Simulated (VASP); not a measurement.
Runs of VASP 6.6.1 on MoS2. Symmetry: Fm-3m, No. 225, cubic system. The conventional cell has a = 5.992 Å, b = 5.992 Å, c = 5.992 Å, α = 90.00°, β = 90.00°, γ = 90.00°. Mo (site symmetry m-3m) has 8 S at 2.59 Å as nearest neighbours. S (site symmetry -43m) has 4 Mo at 2.59 Å as nearest neighbours. Measurements of this composition are mostly on another form, of space group No. 194.

| spin | U | fixed moment (μB) | gap on the mesh (eV) | pressure (GPa) | moment (μB) |
| --- | --- | --- | --- | --- | --- |
| collinear, zero start | Mo d U = 6 eV | - | none | -7.5 | (a) |
| collinear, random start | Mo d U = 5 eV | - | none | 0.2 | 2.01 |
| collinear, random start | Mo d U = 6 eV | - | none | 1.8 | 2.02 |
| collinear, ferromagnetic start | Mo d U = 6 eV | 2 | - | 1.8 | 2.00 |
| collinear, ferromagnetic start | Mo d U = 5 eV | - | none | 0.2 | 2.01 |
| collinear, ferromagnetic start | Mo d U = 6 eV | - | none | 1.8 | 2.02 |
| collinear, ferromagnetic start | Mo d U = 5 eV | 1 | - | -3.9 | 1.00 |
| off | Mo d U = 6 eV | - | none | -7.5 | - |

Alike in all rows: task single point; level PBEsol+U; potentials or basis VASP PAW PBE potentials, release 64 (Mo_sv, S); cell as given; k mesh 6 × 6 × 6; cutoff (eV) 520; smearing gaussian 0.05 eV.

Task: Fill in the values left out.

Result: (a) 0.00.

Caveats: the PAW data sets were made with another functional, which shifts forces and pressure a little; the total moment is fixed, so each spin has its own Fermi level (some runs); U without spin polarisation on a metal has little footing (some runs).

A k mesh can miss the band edges, and the runs leave out spin-orbit coupling on Mo.

A gap of «none» marks a metal or a gap under the smearing width.
